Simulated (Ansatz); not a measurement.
The reference is CoPt (space group P4/mmm, No. 123; ferromagnetic).

```
CELL_PARAMETERS angstrom
      2.69483     0.00000     0.00000
      0.00000     2.69483     0.00000
      0.00000     0.00000     3.72423
ATOMIC_POSITIONS crystal
  Co 0.50000 0.50000 0.50000
  Pt 0.00000 0.00000 0.00000
```

Method: PBE (Ansatz, an electronic-structure program), no spin-orbit coupling.

For the base:

```
Quantity           Result
---------------  --------
Volume per atom  13.52 Å³
```

One thing is altered: a hydrostatic pressure of 22.5 GPa.

Problem. Estimate the effect on the volume per atom.

Solution. The volume per atom drops by 1.08 Å³, from 13.52 Å³ to 12.44 Å³.

Other magnetic orders, which the real material may have, were not ruled out. Load acts through the strain it causes; cell and atoms are relaxed under it. Stability against distortions was not tested. No other phases were tried under pressure.
